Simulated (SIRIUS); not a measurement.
Crystal: Ge.

```
Ge
1.0
     0.00000    2.82891    2.82891
     2.82891    0.00000    2.82891
     2.82891    2.82891    0.00000
Ge
2
Direct
  0.76097 0.73326 0.75334
  0.49345 0.48940 0.51015
```

The cell isn't the ideal one: atoms moved at random.

```yaml
Program: SIRIUS 7.12.0
Task: relaxation of the atoms
Functional: PBE
Dispersion: D3
Potentials_or_basis: all-electron FP-LAPW
Cutoff: 226 eV
Basis: apw+lo standard
k_mesh: 6 × 6 × 6
Occupations: fermi-dirac, width 0.05 eV
Spin: no spin polarisation
```

At the start: volume 22.64 Å³/atom.

Q: Where does the relaxation end?

A: Over 4 steps the energy falls by 9.5 meV/atom; space group Fd-3m (No. 227, to 0.05 Å).

The path:
| step | energy change (eV) | largest force (eV/Å) |
| --- | --- | --- |
| 1 | 0.0000 | 0.6891 |
| 2 | -0.0111 | 0.4360 |
| 3 | -0.0189 | 0.0398 |
| 4 | -0.0190 | 0.0060 |

Final structure:
```yaml
crystal:
  lattice:
    - [0.00000, 2.82891, 2.82891]
    - [2.82891, 0.00000, 2.82891]
    - [2.82891, 2.82891, 0.00000]
  atoms:
    - { symbol: Ge, position: [0.75227, 0.73629, 0.75668] }
    - { symbol: Ge, position: [0.50214, 0.48636, 0.50681] }
```
